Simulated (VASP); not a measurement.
Si:

```
Si
1.0
     2.44400    0.00000    0.00000
    -1.22200    2.11657    0.00000
     0.00000    0.00000    4.15200
Si
2
Direct
  0.33333 0.66667 0.25000
  0.66667 0.33333 0.75000
```

This isn't the form of Si at room conditions, which is diamond.

| Property | Result |
| --- | --- |
| Program | VASP 6.6.1 |
| Task | relaxation of cell and atoms |
| Functional | PBE |
| Potentials or basis | VASP PAW PBE potentials, release 64 (Si) |
| Cutoff | 520 eV |
| k mesh | 20 × 20 × 11 |
| Occupations | gaussian, width 0.1 eV |
| Spin | no spin polarisation |

At the start: pressure 49.0 GPa; volume 10.74 Å³/atom.

Q: Where does the relaxation end?

A: Over 5 steps the energy falls by 416.7 meV/atom and the volume is 14.35 Å³/atom (+33.6 %); space group P6_3/mmc (No. 194, to 0.05 Å).

Step by step:
```
step  energy change (eV)  largest force (eV/Å)  pressure (GPa)  volume (Å³)
   1              0.0000                0.0000           49.00        21.48
   2             -0.6761                0.0000           -9.44        33.39
   3             -0.8331                0.0000            0.55        28.51
   4             -0.8334                0.0000           -0.11        28.73
   5             -0.8334                0.0000           -0.01        28.69
```

Final structure:
```
Si
1.0
     2.69424    0.00000    0.00000
    -1.34712    2.33328    0.00000
     0.00000    0.00000    4.56406
Si
2
Cartesian
  0.0000 1.5555 1.1410
  1.3471 0.7778 3.4230
```

Caveat: the volume moved by over 15 % at a fixed basis, so the end points are rough; the volume moved by +34 % from the deposited cell, more than functionals usually miss.
